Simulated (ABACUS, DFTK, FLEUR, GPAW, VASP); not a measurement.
# Fitting the PBEsol energy curve of KBr

```cif
data_structure
_symmetry_space_group_name_H-M 'Fm-3m'
_symmetry_Int_Tables_number 225
_cell_length_a 6.6000
_cell_length_b 6.6000
_cell_length_c 6.6000
_cell_angle_alpha 90.000
_cell_angle_beta 90.000
_cell_angle_gamma 90.000
_cell_volume 287.50
loop_
_atom_site_label
_atom_site_type_symbol
_atom_site_symmetry_multiplicity
_atom_site_Wyckoff_symbol
_atom_site_fract_x
_atom_site_fract_y
_atom_site_fract_z
_atom_site_occupancy
Br1 Br 4 b 0.50000 0.00000 0.00000 1
K1 K 4 a 0.00000 0.00000 0.00000 1
```

The cell was scaled at fixed shape and fractions and run with VASP, PBE PAW files Br, K_sv, 520 eV; PBEsol, k mesh 7 × 7 × 7 on the cell of 2 atoms, fermi-dirac occupations of 0.05 eV, no spin polarisation, no spin-orbit coupling. The potentials were made for PBE. Energies are those that the program minimises, any entropy of the smearing included.

```csv
V (Å³/atom),energy over the lowest row (meV/atom)
33.7808,3.329
34.4995,0.862
35.2183,0.000
35.9370,0.558
36.6557,2.371
37.3745,?
38.0932,9.211
```

**Question.** Fit the third-order Birch-Murnaghan form, give V0, B0 and B′, and predict the energy left open.

**Answer.** With y = (V0/V)^(2/3), E = E0 + (9 V0 B0/16) [(y - 1)³ B′ + (y - 1)² (6 - 4y)]. Least squares through the rows shown give V0 = 35.2813 Å³/atom, E0 = -0.006 meV, B0 = 15.35 GPa (1 eV/Å³ = 160.218 GPa) and B′ = 4.98, with a largest miss of 0.003 meV. At V = 37.3745 the form with these constants gives 5.298 meV; the run gave 5.299 meV an atom. Other set-ups at this level, from all their volumes (Å³/atom, GPa): ABACUS, PseudoDojo NC SR 0.4.1 PBEsol standard, plane waves: V0 35.105, B0 15.4; DFTK, PseudoDojo SR PBEsol 0.4.1 standard (PBEsol): V0 35.106, B0 15.4; FLEUR, all-electron, FLAPW: V0 35.128, B0 15.4; GPAW, PAW data sets generated for this functional: V0 35.123, B0 15.4. Measured volume: 35.91 Å³/atom at 298.15 K (a printed reference work), so the fit lies -1.8 % from it. The runs are for a static lattice.
